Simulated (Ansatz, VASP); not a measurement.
# MoS2: VASP beside Ansatz

Wanted: the spread between two codes on one cell, functional and k mesh. The structure shown is the end of the VASP relaxation below.

Calculated with Ansatz 0.2.0; plane waves, with VASP 6.6.1 beside it; single point at PBE with D3(BJ) and band structure at PBE with D3(BJ).

## (1) Starting point

The cell holds 3 atoms: 2 S and 1 Mo. Its edges and angles: a = 3.160 Å, b = 3.160 Å, c = 18.081 Å, α = 90.0°, β = 90.0°, γ = 120.0°. It derives from MoS2. As first built, before any earlier steps moved the atoms (in the runner's words): kind sheets cut from a layered crystal; sheets 1. Vacuum lies along c.

Structure file:

```xyz
3
Lattice="3.1600 0.0000 0.0000 -1.5800 2.7366 0.0000 0.0000 0.0000 18.0812" Properties=species:S:1:pos:R:3
S     0.0000    0.0000   10.6060
S     0.0000    0.0000    7.4730
Mo    1.5800    0.9122    9.0397
```

## (2) VASP: relaxation, PBE with D3(BJ)

This run makes the geometry at which the two programs are then compared.

Lines of VASP's logs that name or quote its potential files are left out, and so is its time.

Contents of INCAR:

```
SYSTEM = MoS2
PREC = Normal
ENCUT = 300
EDIFF = 1E-05
NELM = 120
ISMEAR = 0
SIGMA = 0.05
LREAL = .FALSE.
ALGO = Fast
GGA = PE
IVDW = 12
NBANDS = 15
LASPH = .TRUE.
LORBIT = 11
LWAVE = .FALSE.
LCHARG = .FALSE.
KPAR = 2
IBRION = 2
NSW = 40
ISIF = 2
EDIFFG = -0.03
POTIM = 0.4
MAXMIX = 40
IDIPOL = 3
LDIPOL = .TRUE.
DIPOL = 0.5 0.5 0.5
```

Contents of POSCAR:

```
MoS2
1.0
    3.1600000000      0.0000000000      0.0000000000
   -1.5800000000      2.7366402760      0.0000000000
    0.0000000000      0.0000000000     18.0811500000
S Mo
2 1
Direct
    0.0000000000      0.0000000000      0.5852033750
    0.0000000000      0.0000000000      0.4147966250
    0.6666666670      0.3333333330      0.4998299330
```

Contents of KPOINTS:

```
Automatic mesh
0
Gamma
9 9 1
0 0 0
```

PAW data sets: S and Mo (PBE family, release 64).

The run is started by

```bash
> mpirun -np 2 vasp_std
```

Numbers of over 12 decimals in the logs are rounded to 6 here.

Output:

```text
[banner, memory and clock lines left out]
running    2 mpi-ranks, on    1 nodes
 distrk:  each k-point on    1 cores,    2 groups
 distr:  one band on    1 cores,    1 groups

 POSCAR found type information on POSCAR S Mo
 POSCAR found :  2 types and       3 ions
 LDA part: xc-table for (Slater+PW92), standard interpolation
 POSCAR, INCAR and KPOINTS ok, starting setup
 FFT: planning ... GRIDC
 FFT: planning ... GRID_SOFT
 FFT: planning ... GRID
 WAVECAR not read
 entering main loop
       N       E                     dE             d eps       ncg     rms          rms(c)
DAV:   1     0.982775582174E+02    0.98278E+02   -0.49931E+03   360   0.590E+02
DAV:   2    -0.136034018898E+02   -0.11188E+03   -0.10280E+03   550   0.160E+02
DAV:   3    -0.231107709360E+02   -0.95074E+01   -0.93961E+01   479   0.559E+01
DAV:   4    -0.232900377268E+02   -0.17927E+00   -0.17908E+00   437   0.900E+00
DAV:   5    -0.232953558195E+02   -0.53181E-02   -0.53174E-02   501   0.148E+00    0.276E+01
RMM:   6    -0.220897566214E+02    0.12056E+01   -0.41328E+00   360   0.106E+01    0.953E+00
RMM:   7    -0.218728915098E+02    0.21687E+00   -0.10462E+00   360   0.611E+00    0.734E+00
RMM:   8    -0.217728407307E+02    0.10005E+00   -0.58095E-01   360   0.439E+00    0.140E+00
RMM:   9    -0.217624221219E+02    0.10419E-01   -0.65595E-02   360   0.207E+00    0.531E-01
RMM:  10    -0.217624238658E+02   -0.17440E-05   -0.12235E-02   361   0.705E-01    0.204E-01
RMM:  11    -0.217623826289E+02    0.41237E-04   -0.19512E-03   370   0.309E-01    0.739E-02
RMM:  12    -0.217623972084E+02   -0.14580E-04   -0.76396E-04   368   0.162E-01    0.256E-02
RMM:  13    -0.217624750481E+02   -0.77840E-04   -0.16822E-04   366   0.829E-02    0.189E-02
RMM:  14    -0.217625868169E+02   -0.11177E-03   -0.13689E-04   350   0.592E-02    0.940E-03
RMM:  15    -0.217626114551E+02   -0.24638E-04   -0.31743E-05   281   0.333E-02    0.962E-03
RMM:  16    -0.217626522345E+02   -0.40779E-04   -0.45705E-05   300   0.289E-02    0.566E-03
RMM:  17    -0.217626730476E+02   -0.20813E-04   -0.52547E-06   244   0.151E-02    0.382E-03
RMM:  18    -0.217627105226E+02   -0.37475E-04   -0.76228E-06   243   0.134E-02    0.552E-03
RMM:  19    -0.217627150034E+02   -0.44809E-05   -0.20834E-06   229   0.909E-03
   1 F= -.22723718E+02 E0= -.22723718E+02  d E =-.227237E+02
[...]
2 F= -.22736175E+02 E0= -.22736175E+02  d E =-.124573E-01
[...]
3 F= -.22736660E+02 E0= -.22736660E+02  d E =-.129421E-01
[...]
4 F= -.22736682E+02 E0= -.22736682E+02  d E =-.129642E-01
[...]
5 F= -.22736683E+02 E0= -.22736683E+02  d E =-.129650E-01
[...]
6 F= -.22736745E+02 E0= -.22736745E+02  d E =-.626235E-04
 trial-energy change:   -0.000063  1 .order   -0.000072   -0.001041    0.000896
 step:   0.5645(harm=  0.5645)  dis= 0.00232  next Energy=   -22.736962 (dE=-0.280E-03)
 bond charge predicted
       N       E                     dE             d eps       ncg     rms          rms(c)
DAV:   1    -0.217813226151E+02   -0.31815E-04   -0.20691E-02   374   0.817E-01    0.905E-02
RMM:   2    -0.217813386015E+02   -0.15986E-04   -0.31561E-04   360   0.134E-01    0.257E-02
RMM:   3    -0.217813456993E+02   -0.70978E-05   -0.43623E-05   337   0.491E-02
   7 F= -.22736973E+02 E0= -.22736973E+02  d E =-.290575E-03
 curvature:  -0.30 expect dE=-0.295E-05 dE for cont linesearch -0.217E-05
 trial: gam=-0.08565 g(F)=  0.982E-05 g(S)=  0.000E+00 ort = 0.872E-04 (trialstep = 0.953E+00)
 search vector abs. value=  0.262E-05
 reached required accuracy - stopping structural energy minimisation
```

From OUTCAR (step 2):

```text
ion  position               nearest neighbor table
   1  0.000  0.000  0.585-   3 2.39   3 2.39   3 2.39
   2  0.000  0.000  0.415-   3 2.39   3 2.39   3 2.39
   3  0.667  0.333  0.500-   2 2.39   2 2.39   2 2.39   1 2.39   1 2.39   1 2.39

  LATTYP: Found a hexagonal cell.
 ALAT       =     3.1600000000
 C/A-ratio  =     5.7218829114

 Subroutine GETGRP returns: Found  6 space group operations
 (whereof  6 operations were pure point group operations)

The static configuration has the point symmetry C_3v.

 Found     12 irreducible k-points:

   k-points           NKPTS =     12   k-points in BZ     NKDIM =     12   number of bands    NBANDS=     15

   dimension x,y,z NGX =    14 NGY =   14 NGZ =   80
   dimension x,y,z NGXF=    28 NGYF=   28 NGZF=  160

   ENCUT  =  300.0 eV  22.05 Ry    4.70 a.u.   4.46  4.46 25.54*2*pi/ulx,y,z

   NELECT =      18.0000    total number of electrons

 k-points in reciprocal lattice and weights: Automatic mesh
   0.00000000  0.00000000  0.00000000       0.012
   0.11111111  0.00000000  0.00000000       0.074
   0.22222222 -0.00000000  0.00000000       0.074
   0.33333333  0.00000000  0.00000000       0.074
   0.44444444 -0.00000000  0.00000000       0.074
   0.11111111  0.11111111  0.00000000       0.074
   0.22222222  0.11111111  0.00000000       0.148
   0.33333333  0.11111111  0.00000000       0.148
   0.44444444  0.11111111  0.00000000       0.074
   0.22222222  0.22222222  0.00000000       0.074
   0.33333333  0.22222222  0.00000000       0.148
   0.33333333  0.33333333  0.00000000       0.025

 Edisp (eV)   -0.95546

 dipolmoment           0.000000      0.000000      0.000038 electrons x Angstroem

 average (electrostatic) potential at core
       1 -93.4191       2 -93.4185       3 -45.5257

 E-fermi :  -1.8917

 k-point     1 :       0.0000    0.0000    0.0000
  band No.  band energies     occupation
    ...
      5      -4.7023      2.00000
      6      -3.9392      2.00000
      7      -3.5701      2.00000
      8      -3.5701      2.00000
      9      -2.2093      2.00000
     10       0.7238      0.00000
     11       0.7238      0.00000
     12       0.9421      0.00000
     13       0.9421      0.00000
     14       3.2366      0.00000
    ...

 k-point     2 :       0.1111    0.0000    0.0000
  band No.  band energies     occupation
    ...
      5      -4.6080      2.00000
      6      -4.5074      2.00000
      7      -3.8532      2.00000
      8      -3.2050      2.00000
      9      -2.3003      2.00000
     10       0.4815      0.00000
     11       0.5203      0.00000
     12       0.7429      0.00000
     13       1.0208      0.00000
     14       3.5255      0.00000
    ...

 k-point     3 :       0.2222   -0.0000    0.0000
  band No.  band energies     occupation
    ...
      5      -5.4933      2.00000
      6      -4.4307      2.00000
      7      -3.9989      2.00000
      8      -3.3599      2.00000
      9      -2.7412      2.00000
     10       0.0442      0.00000
     11       0.3583      0.00000
     12       0.6881      0.00000
     13       1.5838      0.00000
     14       4.2170      0.00000
    ...

 Edisp (eV)   -0.95563

  Total      -0.38865    -0.38865    -0.23950     0.00000     0.00000     0.00000
  in kB      -3.98231    -3.98231    -2.45407     0.00000     0.00000     0.00000
  external pressure =       -3.47 kB  Pullay stress =        0.00 kB

  energy-cutoff  :      300.00
  volume of cell :      156.36
      direct lattice vectors                 reciprocal lattice vectors
     3.160000000  0.000000000  0.000000000     0.316455696  0.182705781  0.000000000
    -1.580000000  2.736640276  0.000000000     0.000000000  0.365411563  0.000000000
     0.000000000  0.000000000 18.081150000     0.000000000  0.000000000  0.055306217

 POSITION                                       TOTAL-FORCE (eV/Angst)
 -----------------------------------------------------------------------------------
      0.00000      0.00000     10.60596         0.000000     -0.000000      0.004662
     -0.00000      0.00000      7.47303         0.000000      0.000000      0.008200
      1.58000      0.91221      9.03966        -0.000000     -0.000000     -0.012861
 -----------------------------------------------------------------------------------
    total drift:                                0.000003     -0.000002      0.011783

  FREE ENERGIE OF THE ION-ELECTRON SYSTEM (eV)
  ---------------------------------------------------
  free  energy   TOTEN  =       -22.7369733752 eV

  energy  without entropy=      -22.7369733752  energy(sigma->0) =      -22.73697338

 reached required accuracy - stopping structural energy minimisation

 vacuum level on the upper side and lower side of the slab         3.738         3.738

 total charge
# of ion       s       p       d       tot
------------------------------------------
    1        1.364   2.341   0.000   3.705
    2        1.364   2.341   0.000   3.705
    3        0.421   0.612   4.456   5.489
--------------------------------------------------
tot          3.150   5.294   4.456  12.900

[... 3 further parts left out ...]
```

CONTCAR:

```
MoS2
   1.00000000000000
     3.1600000000000001    0.0000000000000000    0.0000000000000000
    -1.5800000000000001    2.7366402760000001    0.0000000000000000
     0.0000000000000000    0.0000000000000000   18.0811500000000009
  S               Mo
     2     1
Direct
     0.0000000000000000    0.0000000000000000    0.5865755204485376
     0.0000000000000000    0.0000000000000000    0.4133050142364940
     0.6666666670000012    0.3333333329999988    0.4999493983149693
```

The data set Mo keeps the semicore shell frozen, which is cheaper and a little less accurate. The run keeps the 6 symmetry operations of its start, so it cannot find a distortion of lower symmetry.

## (3) Ansatz: single point, PBE with D3(BJ)

Ansatz runs on its default PAW (the set named soft_2) files.

The same cell, functional, mesh and smearing now go to Ansatz, which takes its cutoff from its data sets.

Contents of input.yaml:

```yaml
crystal:
  lattice:
    - [3.16, 0.0, 0.0]
    - [-1.58, 2.73664028, 0.0]
    - [0.0, 0.0, 18.08115]
  atoms:
    - { symbol: S, position: [0.0, 0.0, 0.58657552] }
    - { symbol: S, position: [0.0, 0.0, 0.41330501] }
    - { symbol: Mo, position: [0.66666667, 0.33333333, 0.4999494] }
hamiltonian:
  xc: pbe
  pseudopotentials: { kind: paw }
  dispersion: d3bj
kpoints:
  mp_grid: { grid: [9, 9, 1] }
scf:
  occupations: { method: gaussian, width: 0.05 }
  n_extra_bands: 4
efield:
  axis: 3
  dipole_correction: true
  ramp_width: 0.04
output:
  forces: true
  eigenvalues: true
  write_density: true
  write_potential: true
  elf: true
  volumetric_format: npy
```

The run is started by

```bash
> ansatz run input.yaml --threads 2 --pin off --max-ram 4608MiB --backend cpu --events-out ev --progress --plain --runs-dir out
```

Output:

```text
scf.n_extra_bands = 4 over 13 filled bands (N_el = 26.0): the run solves 17 bands
Engine: ansatz 0.2.0, aarch64-unknown-linux-gnu
Pseudopotentials: kind: paw
Pseudopotential: S, paw, valence charge 6, recommended cutoff 420 eV (normal), S.paw.azcp
Pseudopotential: Mo, paw, valence charge 14, recommended cutoff 420 eV (normal), Mo.paw.azcp
Functional definition: PBE
  parameter kappa = 0.804
  parameter beta = 0.066725
  exchange = pbe_x(kappa = kappa, mu = beta*pi^2/3)
  correlation = pbe_c(beta = beta)
Crystal: 3 atoms, lattice volume = 156.362 Å³
Basis set: ecut = 420 eV, 3013 PW (Γ), exchange–correlation on 48×48×250 points (8 copies of the dense FFT grid, shifted against one another)
Bands: 17, of which v1, the nominal top of the filled ones, is band 13 counted from 1 (12 counted from 0)
Symmetry: 6 space group operations
Space group: P3m1 (ITA 156), of the structure as read, at distance tolerance 5.4e-5 Å
k-points: 12 of 81 (time reversal used)
Non-local potential: S, projectors of the file, l = 0: 2, l = 1: 2, l = 2: 2
Non-local potential: Mo, projectors of the file, l = 0: 3, l = 1: 2, l = 2: 2, l = 3: 1
PAW form: soft (Blöchl's): semilocal exchange-correlation on the pseudo side does not see the compensation charge
PAW one-centre angular grid: S, 110 points (default); XC on 64 Gauss nodes
PAW one-centre angular grid: Mo, 590 points (default); XC on 64 Gauss nodes
Initial density: superposition of atomic densities (neutral atoms: chi_scale 0, normalization atom), corrected by the library's trained network
Initial wavefunctions: pseudopotential atomic-orbital guess
Functional: x = pbe(κ = 0.804, μ = 0.219515), c = pbe(β = 0.066725)
SCF iter   1: F=—  HF=-6763.757276 eV  |F-HF|=—  |Δ(HF+E_count)|=         —  Δρ=3.26e-3  dr2=5.77e-3  ethr=1.77e-3  p=0.000 e·Å  D=1.53e-5 V/Å  ΔV_dip=-0.00 eV  dr2_dipole=1.49e-7  V_vac-E_F(+/−)=5.23/5.23 eV  ⟨swp⟩=9.3  Hψ=1413  notcnv=0
efield: sawtooth ramp at fractional position 0.9799 (placed from the atoms, in the widest stretch of the axis that holds none; the zero of the levels goes with the place), width 0.0400; the density the first Hamiltonian is built on has a dipole p = 0.000 e·Å; the dipole correction subtracts the counter field D = 1.53e-5 V/Å, which shifts the + side's vacuum level by -0.00 eV against the − side's; the planar-averaged density in the ramp window peaks in size at 5.6e-5 e/Å³
preconditioner: auto → none  [insulator: Δε(μ)=1.757 eV  Ē_g=8.093 eV  σ=0.050 eV  W_gap=1.00  n_scr=10 (ndim 8)  ℏωp=12.6 eV  f_vac=0.630  D(μ)=0.00/eV (n_scr^D=0)  ε∞_Penn≈3.4]
SCF iter   2: F=—  HF=-6763.764424 eV  |F-HF|=—  |Δ(HF+E_count)|=   7.15e-3  Δρ=2.16e-3  dr2=1.07e-2  ethr=2.22e-5  p=-0.000 e·Å  D=-2.78e-4 V/Å  ΔV_dip=0.01 eV  dr2_dipole=5.33e-6  V_vac-E_F(+/−)=5.04/5.04 eV  ⟨swp⟩=2.2  Hψ=504  notcnv=0
SCF iter   3: F=—  HF=-6763.765629 eV  |F-HF|=—  |Δ(HF+E_count)|=   1.21e-3  Δρ=1.76e-3  dr2=9.17e-3  ethr=2.22e-5  p=0.001 e·Å  D=7.18e-4 V/Å  ΔV_dip=-0.01 eV  dr2_dipole=2.74e-5  V_vac-E_F(+/−)=5.16/5.17 eV  ⟨swp⟩=2.0  Hψ=334  notcnv=0
SCF iter   4: F=—  HF=-6763.765729 eV  |F-HF|=—  |Δ(HF+E_count)|=   1.00e-4  Δρ=6.87e-4  dr2=8.11e-4  ethr=2.22e-5  p=-0.001 e·Å  D=-1.15e-3 V/Å  ΔV_dip=0.02 eV  dr2_dipole=6.71e-5  V_vac-E_F(+/−)=5.09/5.07 eV  ⟨swp⟩=2.0  Hψ=231  notcnv=0
SCF iter   5: F=—  HF=-6763.765966 eV  |F-HF|=—  |Δ(HF+E_count)|=   2.37e-4  Δρ=2.02e-4  dr2=1.53e-4  ethr=3.12e-6  p=0.001 e·Å  D=8.46e-4 V/Å  ΔV_dip=-0.02 eV  dr2_dipole=4.16e-5  V_vac-E_F(+/−)=5.04/5.06 eV  ⟨swp⟩=2.5  Hψ=284  notcnv=0
SCF iter   6: F=—  HF=-6763.765983 eV  |F-HF|=—  |Δ(HF+E_count)|=   1.70e-5  Δρ=7.38e-5  dr2=8.52e-6  ethr=5.89e-7  p=0.000 e·Å  D=1.26e-4 V/Å  ΔV_dip=-0.00 eV  dr2_dipole=1.49e-6  V_vac-E_F(+/−)=5.05/5.05 eV  ⟨swp⟩=1.9  Hψ=237  notcnv=0
SCF iter   7: F=—  HF=-6763.765821 eV  |F-HF|=—  |Δ(HF+E_count)|=   1.62e-4  Δρ=1.66e-5  dr2=2.04e-7  ethr=3.28e-8  p=-0.000 e·Å  D=-8.27e-6 V/Å  ΔV_dip=0.00 eV  dr2_dipole=1.21e-11  V_vac-E_F(+/−)=5.05/5.05 eV  ⟨swp⟩=2.6  Hψ=355  notcnv=0
SCF iter   8: F=-6763.765821 eV  HF=-6763.765821 eV  |F-HF|=9.58e-8  |Δ(HF+E_count)|=   2.93e-7  Δρ=4.38e-6  dr2=2.53e-8  ethr=3.85e-10  p=-0.000 e·Å  D=-1.12e-5 V/Å  ΔV_dip=0.00 eV  dr2_dipole=2.29e-9  V_vac-E_F(+/−)=5.05/5.05 eV  ⟨swp⟩=13.0  Hψ=1857  notcnv=0
SCF 1 converged in 8 iterations: F = -6763.765821 eV  dr2 = 2.53e-8
  greatest PAW one-centre occupation: 0.998 electrons in one spin orbital (limit 2), on the Mo atom at site 2 (counted from 0), in its partial waves of l = 0
WARN: The input density's exchange-correlation potential varies sharply where the density is thin. Do not read a vacuum level from v_tot or v_xc, or from such a field of the output density. On a cell that repeats whose density bears no net charge and no dipole along the vacuum's axis use v_es (v_loc + v_h of the components); under efield.dipole_correction with no amplitude use v_es + v_field, which holds any external [...]
SCF converged after 8 iterations
Free energy (F): -6763.765821 eV
Harris-Foulkes:  -6763.765821 eV  (|F-HF|=9.58e-8)
Internal energy: -6763.765821 eV  (E = F + TS)
E sigma→0 (E₀):  -6763.765821 eV
Fermi energy:    0.483534 eV
Dipole field:    D = -0.000084 V/Å  (p = -0.000073 e·Å, saw-weighted, corrected)
Work function:   Φ+ = 5.0506 eV   Φ− = 5.0491 eV
Levels:          The Fermi level and band energies are counted from a zero that moves with the ramp; work functions are not
--- Per-component energies (eV) ---
  E_band       = -432.009732
  E_kinetic    = 655.980980
  E_local      = -14018.034824  (includes V_loc(G=0)·N_el)
  E_nonlocal   = 199.123509
  E_hartree    = 6644.578878
  E_xc         = -378.441531
  E_vxc        = -404.892396  (∫ρ·V_xc dr)
  E_paw        = -4401.535017  (= ΣΔE_a)
  E_vpaw       = -153.346743  (= ΣTr[D̂ρ^β])
  E_aug_tail   = 0.000041  (compensation charges beyond the density's cutoff)
  E_efield     = 0.000000  (sawtooth field / dipole correction)
  E_vefield    = 0.000000  (∫n·V_field dr)
  E_ewald      = 4535.517867
  E_disp       = -0.955723  (pairwise vdW)
  E_smearing   = -0.000000  (= −TS)
  E_closure    = -0.000000  (closes the sum)
  Σ components = -6763.765821   (vs F -6763.765821, Δ=0.00e0)
--- Forces (eV/Å), atoms counted from 1 ---
  atom   1  S      0.00000000    -0.00000000    -0.01681087
  atom   2  S      0.00000000    -0.00000000     0.02182348
  atom   3  Mo    -0.00000000    -0.00000000    -0.00501546
  max |Σ_I F_I| component: 2.85e-6 eV/Å
--- Band table (eV; the first three rows and the last of 12) ---
  k-point 0: bands = [... 9 lower, -2.2261, -1.8509, -1.8509, -0.4558, 2.4315, 2.4315, 2.6703, 2.6703]
  k-point 1: bands = [... 9 lower, -2.7786, -2.1341, -1.4829, -0.5469, 2.2096, 2.2383, 2.4700, 2.7376]
  k-point 2: bands = [... 9 lower, -2.7095, -2.2754, -1.6308, -0.9936, 1.7775, 2.0895, 2.4170, 3.3206]
  k-point 11: bands = [... 9 lower, -3.9402, -3.2972, -2.5784, -0.3946, 1.3617, 2.6505, 3.2083, 4.5810]
```

It took 2.6 s on 2 threads of Arm Neoverse V2, shared host; peak memory 0.36 GiB; 4.5 s of CPU time.

## (4) Differences

Known differences besides the potentials themselves: the data sets hold 26 valence electrons in Ansatz (default PAW (the set named soft_2) files) and 18 in VASP; the cutoff is 420 eV in Ansatz and 300 eV in VASP (PREC = Normal). Total energies have different zeros and are not compared.

Both answers:

| quantity | Ansatz | VASP | difference |
| --- | --- | --- | --- |
| gap on the k mesh (eV) | 1.756 | 1.752 | +0.005 |

At this near-relaxed geometry the largest component of a force difference is 21 meV/Å. A gap on the mesh is an upper bound, since the band edges may lie between its points. VASP's last cycles still show a density residual of 3e-03, so its state may not be settled.

(Part 1 of 2 ends here.)

[Lines on the potential files, build, host, timing and source positions are cut from VASP's logs without a mark.]

[Logs are printed without paths, hosts, clocks, repeated set-up lines and the standing remarks that a program may print on its own settings, such as how far it seeks lower states.]

[Hosts, paths, dates, database ids (printed as entryN), source tags and the programs' standing remarks are cut or masked in the printed files.]
